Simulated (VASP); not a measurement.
Set up this calculation in VASP 6.6.1, as the native input.

```yaml
Task: relaxation of cell and atoms
Functional: PBE
Dispersion: D3(BJ)
Potentials_or_basis: VASP PAW PBE potentials, release 64 (Pt, Se)
Cutoff: 600 eV
k_mesh: 9 × 9 × 5
Occupations: gaussian, width 0.03 eV
Spin: no spin polarisation
Further_INCAR_settings: ALGO = Normal; EDIFF = 1e-07; IBRION = 2; EDIFFG = -0.005; NSW = 90; ISIF = 3
```

The structure of PtSe2 lies in POSCAR:

```
PtSe2                                   
1.0
    3.7698143580     -0.0000000000     -0.0000000000
   -1.8849071790      3.2647549978     -0.0000000000
    0.0000000000      0.0000000000      4.8122566798
  Pt              Se            
     1     2
Direct
     0.0000000000000000    0.0000000000000000    0.0000000000000000
     0.3333333300000021    0.6666666699999979    0.2666359229167127
     0.6666666699999979    0.3333333300000021    0.7333640770832871
```

These files were run (other wordings do the same):

INCAR

```
SYSTEM = PtSe2
  PREC = Accurate
  ENCUT = 600
  EDIFF = 1E-7
  ISMEAR = 0
  SIGMA = 0.03
  LREAL = .False.
  LASPH = .True.
  NELM = 80
  ALGO = Normal
  ISIF = 3
  LWAVE = .False.
  LCHARG = .False.
  GGA = PE
  IVDW = 12
  IBRION = 2
  NSW = 90
  EDIFFG = -0.005
```

KPOINTS

```
Automatic mesh
0
Gamma
  9 9 5
  0 0 0
```

Potentials or basis: VASP PAW PBE potentials, release 64 (Pt, Se).

Run with:

```console
$ cat potpaw_PBE.64/Pt/POTCAR potpaw_PBE.64/Se/POTCAR > POTCAR
$ mpirun -np 1 vasp_std > vasp.out
```

It gave:

| Quantity | Value |
| --- | --- |
| Relaxed volume | 19.76 Å³/atom |
| Relaxed cell | a = 3.768 Å, b = 3.768 Å, c = 4.820 Å, α = 90.00°, β = 90.00°, γ = 120.00° |
| Space group after relaxing (to 0.05 Å) | P-3m1 (No. 164) |
| Energy gained by relaxing | 0.0 meV/atom |
| Ionic steps | 5 |
| Pressure after relaxing | 0.0 GPa |
| Largest force after relaxing | 0.004 eV/Å |
| Band gap on the k mesh | none (metal or under the smearing width) |
| Dispersion energy per atom | -0.491 eV |

Caveat: pairwise dispersion overbinds metals, which lowers pressure and volume.

Wall time 54 s on 1 thread of Intel(R) Xeon(R) 6975P-C (Granite Rapids), on a shared host, peak memory 0.24 GiB.
